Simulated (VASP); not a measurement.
Here is a VASP 6.6.1 calculation.

Contents of POSCAR:

```
ZnS
1.0
    0.0000000000      2.7020000000      2.7020000000
    2.7020000000      0.0000000000      2.7020000000
    2.7020000000      2.7020000000      0.0000000000
Zn S
1 1
Direct
    0.7500000000      0.7500000000      0.7500000000
    0.0000000000      0.0000000000      0.0000000000
```

The input INCAR.step1:

```
  ALGO = Normal
  EDIFF = 1E-8
  ENCUT = 520
  GGA = PE
  ISIF = 2
  ISMEAR = 0
  KPAR = 4
  LASPH = T
  LCHARG = F
  LEPSILON = T
  LREAL = F
  LWAVE = F
  NELM = 80
  PREC = Accurate
  SIGMA = 0.02
```

Contents of KPOINTS.step1:

```
Automatic mesh
0
G
  10 10 10
  0 0 0
```

File INCAR.step2:

```
  ALGO = Normal
  EDIFF = 1E-5
  ENCUT = 520
  GGA = PE
  ISIF = 2
  ISMEAR = 0
  KPAR = 4
  LASPH = T
  LCHARG = F
  LREAL = F
  LWAVE = T
  NBANDS = 16
  NELM = 80
  PREC = Accurate
  SIGMA = 0.02
```

The input KPOINTS.step2:

```
k-points
0
Gamma
  6 6 6
```

File INCAR.step3:

```
  AEXX = 0.1687
  ALGO = Normal
  EDIFF = 1E-6
  ENCUT = 520
  HFRCUT = -1
  ISIF = 2
  ISMEAR = 0
  ISTART = 1
  KPAR = 4
  LASPH = T
  LCHARG = F
  LHFCALC = T
  LMIXTAU = T
  LREAL = F
  LWAVE = F
  METAGGA = R2SCAN
  NBANDS = 16
  NELM = 80
  PREC = Accurate
  PRECFOCK = Fast
  SIGMA = 0.02
```

KPOINTS.step3

```
k-points
0
Gamma
  6 6 6
```

File KPOINTS_OPT:

```
path GXWKGLUWLK,UX
12
line-mode
reciprocal
 0.0000000000  0.0000000000  0.0000000000  G
 0.5000000000  0.0000000000  0.5000000000  X

 0.5000000000  0.0000000000  0.5000000000  X
 0.5000000000  0.2500000000  0.7500000000  W

 0.5000000000  0.2500000000  0.7500000000  W
 0.3750000000  0.3750000000  0.7500000000  K

 0.3750000000  0.3750000000  0.7500000000  K
 0.0000000000  0.0000000000  0.0000000000  G

 0.0000000000  0.0000000000  0.0000000000  G
 0.5000000000  0.5000000000  0.5000000000  L

 0.5000000000  0.5000000000  0.5000000000  L
 0.6250000000  0.2500000000  0.6250000000  U

 0.6250000000  0.2500000000  0.6250000000  U
 0.5000000000  0.2500000000  0.7500000000  W

 0.5000000000  0.2500000000  0.7500000000  W
 0.5000000000  0.5000000000  0.5000000000  L

 0.5000000000  0.5000000000  0.5000000000  L
 0.3750000000  0.3750000000  0.7500000000  K

 0.6250000000  0.2500000000  0.6250000000  U
 0.5000000000  0.0000000000  0.5000000000  X
```

Potentials or basis: VASP PAW PBE potentials, release 64 (Zn, S).

Launch:

```bash
$ cat potpaw_PBE.64/Zn/POTCAR potpaw_PBE.64/S/POTCAR > POTCAR
$ cp INCAR.step1 INCAR
$ cp KPOINTS.step1 KPOINTS
$ mpirun -np 4 vasp_std > vasp.out
$ cp INCAR.step2 INCAR
$ cp KPOINTS.step2 KPOINTS
$ mpirun -np 4 vasp_std > vasp.out
$ cp INCAR.step3 INCAR
$ cp KPOINTS.step3 KPOINTS
$ mpirun -np 4 vasp_std > vasp.out
```

Q: Estimate the band gap along the path.

A: 3.80 eV, direct.

Q: What does it give for the band gap on the k mesh?

A: 3.80 eV, direct.

Levels at the corners of the path, in eV from the valence-band top:
```
point  band 6  band 7  band 8  band 9  band 10  band 11  band 12  band 13
    Γ   -7.05    0.00    0.00    0.00     3.80     8.14     8.14     8.14
    X   -6.79   -4.95   -2.37   -2.37     4.76     5.66    13.13    14.29
    X   -6.79   -4.95   -2.37   -2.37     4.76     5.66    13.13    14.29
    W   -6.62   -4.83   -2.99   -2.90     7.17     7.98     9.73     9.87
    W   -6.62   -4.83   -2.99   -2.90     7.17     7.98     9.73     9.87
    K   -6.67   -4.89   -3.36   -1.93     5.62     7.70    11.25    11.77
    K   -6.67   -4.89   -3.36   -1.93     5.62     7.70    11.25    11.77
    Γ   -7.05    0.00    0.00    0.00     3.80     8.14     8.14     8.14
    Γ   -7.05    0.00    0.00    0.00     3.80     8.14     8.14     8.14
    L   -6.83   -5.62   -0.92   -0.92     4.99     8.62     8.62    10.65
    L   -6.83   -5.62   -0.92   -0.92     4.99     8.62     8.62    10.65
    U   -6.67   -4.89   -3.36   -1.93     5.62     7.70    11.25    11.77
    U   -6.67   -4.89   -3.36   -1.93     5.62     7.70    11.25    11.77
    W   -6.62   -4.83   -2.99   -2.90     7.17     7.98     9.73     9.87
    W   -6.62   -4.83   -2.99   -2.90     7.17     7.98     9.73     9.87
    L   -6.83   -5.62   -0.92   -0.92     4.99     8.62     8.62    10.65
    L   -6.83   -5.62   -0.92   -0.92     4.99     8.62     8.62    10.65
    K   -6.67   -4.89   -3.36   -1.93     5.62     7.70    11.25    11.77
    U   -6.67   -4.89   -3.36   -1.93     5.62     7.70    11.25    11.77
    X   -6.79   -4.95   -2.37   -2.37     4.76     5.66    13.13    14.29
```

**Experimental background.**

“Electronic, vibrational, and thermodynamic properties of ZnS (zincblende and rocksalt structure)”, 2009, arxiv:0911.5022 quotes, for a bulk crystal of ZnS at 19 K: band gap 3.85 eV (direct).

Measured gap of ZnS: 3.85 eV (direct; 19 K; quoted in “Electronic, vibrational, and thermodynamic properties of ZnS (zincblende and rocksalt structure)”, 2009, arxiv:0911.5022). This calculation gives 3.80 eV (-0.05 eV). The value is that of r2SCAN-EpsX, without temperature or zero-point motion.
